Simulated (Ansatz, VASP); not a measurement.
# Two plane-wave programs on C

Contents of INCAR:

```
ALGO = Normal
EDIFF = 1E-6
ENCUT = 520
GGA = PE
ISIF = 2
ISMEAR = 1
LASPH = T
LCHARG = F
LREAL = F
LWAVE = F
NBANDS = 16
NELM = 100
PREC = Accurate
SIGMA = 0.05
```

Contents of KPOINTS:

```
k-points
0
Gamma
  13 13 4
```

Contents of POSCAR:

```
C
1.0
    2.4700000000      0.0000000000      0.0000000000
   -1.2350000000      2.1390830000      0.0000000000
    0.0000000000      0.0000000000      6.7900000000
C
4
Direct
    0.0000000000      0.0000000000      0.0000000000
    0.0000000000      0.0000000000      0.5000000000
    0.3333333333      0.6666666667      0.0050000000
    0.6666666667      0.3333333333      0.5050000000
```

Input for Ansatz:

```yaml
crystal:
  lattice:
    - [2.47, 0.0, 0.0]
    - [-1.235, 2.139083, 0.0]
    - [0.0, 0.0, 6.79]
  atoms:
    - { symbol: C, position: [0.0, 0.0, 0.0] }
    - { symbol: C, position: [0.0, 0.0, 0.5] }
    - { symbol: C, position: [0.3333333333333333, 0.6666666666666666, 0.005] }
    - { symbol: C, position: [0.6666666666666666, 0.3333333333333333, 0.505] }
kpoints:
  mp_grid:
    grid: [13, 13, 4]
hamiltonian:
  xc: pbe
scf:
  occupations:
    method: cold
    width: 0.05
output:
  forces: true
  stress: true
```

This is a stacking variant of graphite.

Alike in both runs: task single point; functional PBE; k mesh 13 × 13 × 4; no spin polarisation.

|  | VASP | Ansatz |
| --- | --- | --- |
| version | VASP 6.6.1 | Ansatz 0.2.0 |
| potentials or method | VASP PAW PBE potentials, release 64 (C) | plane waves, PAW |
| plane-wave cutoff (eV) | 520 | 420 |
| occupations | methfessel-paxton of order 1, width 0.05 eV | cold, width 0.05 eV |
| valence electrons in the cell | 16 | 16 |

Ansatz gave:

```
pressure (GPa)                                  : -0.4
largest component of the traceless stress (GPa) : 3.42
rms of the force components (eV/Å)              : 0.329
```

Question: Estimate VASP's values.

Answer: Pressure (GPa): 0.0; largest component of the traceless stress (GPa): 2.89; rms of the force components (eV/Å): 0.328.

Atom by atom the forces differ by 0.001 eV/Å (rms over components).

Caveats: this functional lacks dispersion, which binds the layers, so the pressure and a relaxed spacing across them are unreliable.
